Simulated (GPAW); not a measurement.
Crystal: Pt.

```
Pt
1.0
     2.76067    0.00000    0.00000
    -1.38033    2.39081    0.00000
     0.00000    0.00000    4.79213
Pt
2
Direct
  0.33333 0.66667 0.25000
  0.66667 0.33333 0.75000
```

This isn't the form of Pt at room conditions, which is fcc.

Base run:

| Property | Result |
| --- | --- |
| Program | GPAW 26.7.0 |
| Functional | PBEsol |
| Potentials or basis | PAW data sets generated in the run's folder for this functional |
| Cutoff | 600 eV |
| Basis | pw |
| k mesh | 11 × 11 × 6 |
| Occupations | fermi-dirac, width 0.05 eV |
| Spin | no spin polarisation |

Its results: pressure -10.7 GPa.

Task: The run is repeated on the same cell with these changes: k mesh from 11 × 11 × 6 to 9 × 9 × 5. What comes out?

Result: Pressure -11.2 GPa.

Not every run made on this cell is shown here.
